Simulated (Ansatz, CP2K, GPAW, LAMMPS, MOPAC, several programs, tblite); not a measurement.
**NaCl (NiAs type) from semi-empirical methods to plane-wave DFT**

NaCl in the NiAs structure, relaxed with r2SCAN in Ansatz, was computed with several methods. The symmetry is P6_3/mmc (No. 194, hexagonal); a = 3.892 Å, c = 6.737 Å in the conventional setting, 22.10 Å³ an atom. Na has 6 Cl at 2.81 Å; Cl has 6 Na at 2.81 Å. No spin polarisation. The prototype was imposed, so other structures may be more stable.

```cif
data_structure
_symmetry_space_group_name_H-M 'P 1'
_symmetry_Int_Tables_number 1
_cell_length_a 3.8923
_cell_length_b 3.8923
_cell_length_c 6.7368
_cell_angle_alpha 90.000
_cell_angle_beta 90.000
_cell_angle_gamma 120.000
_cell_volume 88.39
loop_
_atom_site_label
_atom_site_type_symbol
_atom_site_fract_x
_atom_site_fract_y
_atom_site_fract_z
_atom_site_occupancy
Na1 Na 0.00000 0.00000 0.00000 1
Na2 Na 0.00000 0.00000 0.50000 1
Cl1 Cl 0.33333 0.66667 0.25000 1
Cl2 Cl 0.66667 0.33333 0.75000 1
```

Gaps and times are for a single point on this cell; volume and bulk modulus come from each method's own relaxation or energy curve at fixed shape, which is too stiff where a cell has free coordinates or axes. Times are rough, from shared hosts (Arm Neoverse V2), and each method has its own mesh and cell size. A double dagger marks a value from a curve with shape and coordinates held. PM6 (MOPAC), PM7 (MOPAC), GFN1-xTB (tblite), GFN2-xTB (tblite) treat a cluster of cells at its zone centre, which samples few k points: where these miss a band edge, the gap comes out too large for that reason alone. Gaps from k meshes are read at a limited set of points (mesh, symmetry points, PBE's band edges), so each method's own least gap may be somewhat smaller. Force fields have no electrons; where one was fitted to this phase, its volume and modulus reflect the fit. xTB and the PM methods were fitted mostly to molecules, and can miss a solid's gap by electronvolts. Minimal bases can be far off for gaps. GLLB-SC's gap includes the derivative discontinuity. d marks a direct gap, i an indirect one (no mark: not told apart), a dash a value that wasn't computed or didn't pass its checks.

```json
{"method": "ffield.eim (LAMMPS)", "kind": "force field", "gap (eV)": "–", "own volume (Å³/atom)": "–", "bulk modulus (GPa)": "–", "atoms computed": "4", "processor time": "0.18 s"}
{"method": "light PBE (260 eV, its own mesh)", "kind": "light plane-wave", "gap (eV)": "5.06 d", "own volume (Å³/atom)": "–", "bulk modulus (GPa)": "–", "atoms computed": "4", "processor time": "1.1 s"}
{"method": "GFN1-xTB (tblite)", "kind": "tight binding", "gap (eV)": "4.57", "own volume (Å³/atom)": "20.26‡", "bulk modulus (GPa)": "22‡", "atoms computed": "72", "processor time": "3.5 s"}
{"method": "PM7 (MOPAC)", "kind": "semi-empirical", "gap (eV)": "13.80", "own volume (Å³/atom)": "–", "bulk modulus (GPa)": "–", "atoms computed": "72", "processor time": "4.8 s"}
{"method": "GFN2-xTB (tblite)", "kind": "tight binding", "gap (eV)": "3.44", "own volume (Å³/atom)": "22.39‡", "bulk modulus (GPa)": "18‡", "atoms computed": "72", "processor time": "5.6 s"}
{"method": "PM6 (MOPAC)", "kind": "semi-empirical", "gap (eV)": "10.95", "own volume (Å³/atom)": "–", "bulk modulus (GPa)": "–", "atoms computed": "72", "processor time": "5.7 s"}
{"method": "PBE", "kind": "semilocal", "gap (eV)": "5.07 d", "own volume (Å³/atom)": "23.17", "bulk modulus (GPa)": "24‡", "atoms computed": "4", "processor time": "5.9 s"}
{"method": "PBE/SZV (CP2K)", "kind": "small basis", "gap (eV)": "4.27 d", "own volume (Å³/atom)": "22.81‡", "bulk modulus (GPa)": "33‡", "atoms computed": "4", "processor time": "7.5 s"}
{"method": "PBE/DZVP (CP2K)", "kind": "small basis", "gap (eV)": "5.01 d", "own volume (Å³/atom)": "23.17‡", "bulk modulus (GPa)": "30‡", "atoms computed": "4", "processor time": "12 s"}
{"method": "r2SCAN", "kind": "semilocal", "gap (eV)": "5.86 d", "own volume (Å³/atom)": "22.10", "bulk modulus (GPa)": "27‡", "atoms computed": "4", "processor time": "14 s"}
{"method": "GLLB-SC (GPAW)", "kind": "model potential", "gap (eV)": "9.37", "own volume (Å³/atom)": "–", "bulk modulus (GPa)": "–", "atoms computed": "4", "processor time": "53 s"}
{"method": "PBE/single zeta (GPAW)", "kind": "small basis", "gap (eV)": "4.91 d", "own volume (Å³/atom)": "–", "bulk modulus (GPa)": "–", "atoms computed": "4", "processor time": "2.1 min"}
```

Against r2SCAN (5.86 eV) the nearest gap at the points sampled is that of PBE (-0.79 eV) and the farthest that of PM7 (MOPAC) (+7.94 eV). r2SCAN is only a yardstick of convenience: semilocal gaps usually lie below measured ones, which GLLB-SC and hybrids aim to mend.

Volumes against r2SCAN's: PBE +4.8 %.
